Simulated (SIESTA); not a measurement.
**CsI under changes of volume**

One of the cells (48.571 Å³/atom); the others are scaled copies at fixed shape and fractional positions:

```xyz
2
Lattice="4.5969 0.0000 0.0000 0.0000 4.5969 0.0000 0.0000 0.0000 4.5969" Properties=species:S:1:pos:R:3 pbc="T T T"
Cs    0.0000    0.0000    0.0000
I     2.2985    2.2985    2.2985
```

* Program: SIESTA 5.4.2
* Functional: PBE
* Potentials or basis: PseudoDojo 0.4 standard (PBE files)
* Basis: DZP (energy shift 0.003 Ry; two zetas on semicore shells; d shell added on Cs)
* Grid cutoff: 500 Ry
* Energy shift: 0.003 Ry
* k mesh: 6 × 6 × 6
* Occupations: fermi-dirac, width 0.05 eV
* Spin: no spin polarisation

```tsv
volume (Å³/atom)	energy over the lowest point (meV/atom)	pressure (GPa)	gap on the mesh (eV)
44.762	22.82	1.6	4.18
45.714	14.43	1.2	4.15
46.666	8.22	0.9	4.08
48.571	1.15	0.3	3.94
49.523	0.00	0.1	3.87
50.476	?	?	?
```

Task: What does the run at 50.476 Å³/atom give?

Result: Energy over the lowest point 0.17 meV/atom; pressure -0.1 GPa; gap on the mesh 3.81 eV.

Worked out: A Birch-Murnaghan fit of order 3 (a polynomial in V^(-2/3)) to the other rows has its minimum at 49.86 Å³/atom, just outside them, with B0 = V·E''(V) = 11.4 GPa and B' = 4.9. It gives 0.18 meV/atom at 50.476 Å³/atom, against the run's 0.17, and -dE/dV = -0.1 GPa, against -0.1. A parabola through the other rows of the gap, of slope -4.83 eV per unit of ln V there, extrapolates to 3.78 eV, against the run's 3.81.

Energies are extrapolated to zero smearing.

Caveats: spin-orbit coupling is left out, which moves the levels of the heavy elements; the basis of atomic orbitals isn't converged, which shifts pressures, moduli and gaps.

A mesh can miss the band edges.
